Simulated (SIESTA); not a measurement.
The system is InAs.

```
CELL_PARAMETERS angstrom
0.00000 3.01800 3.01800
3.01800 0.00000 3.01800
3.01800 3.01800 0.00000
ATOMIC_POSITIONS crystal
In 0.00000 0.00000 0.00000
As 0.75000 0.75000 0.75000
```

Base run:

| Item | Value |
| --- | --- |
| Program | SIESTA 5.4.2 |
| Functional | PBE |
| Potentials or basis | PseudoDojo 0.4 standard (PBE files) |
| Basis | DZP (energy shift 0.002 Ry) |
| Grid cutoff | 500 Ry |
| Energy shift | 0.002 Ry |
| k mesh | 8 × 8 × 8 |
| Occupations | fermi-dirac, width 0.05 eV |
| Spin | no spin polarisation |

Its results: band gap on the k mesh none (metal or under the smearing width); pressure 5.1 GPa.

Question: After a change of settings the same cell gave: band gap on the k mesh none (metal or under the smearing width); pressure 8.0 GPa. Which change was it?
A. basis from DZP (energy shift 0.002 Ry) to DZP (energy shift 0.002 Ry; radii capped at 9.5 bohr); k mesh from 8 × 8 × 8 to 6 × 6 × 6
B. basis from DZP (energy shift 0.002 Ry) to TZDP (energy shift 0.002 Ry; radii capped at 9.5 bohr)
C. basis from DZP (energy shift 0.002 Ry) to TZP (energy shift 0.002 Ry; radii capped at 9.5 bohr)
D. functional from PBE to BLYP; basis from DZP (energy shift 0.002 Ry) to DZP (energy shift 0.002 Ry; radii capped at 9.5 bohr)

Answer: D.

Caveats: semicore shells carry a single zeta, which can move pressures by several GPa and volumes by a few percent; the basis of atomic orbitals isn't converged, which shifts pressures, moduli and gaps; the potentials were made for another functional, which shifts forces and pressure (some runs).

Not every run made on this cell is shown here.
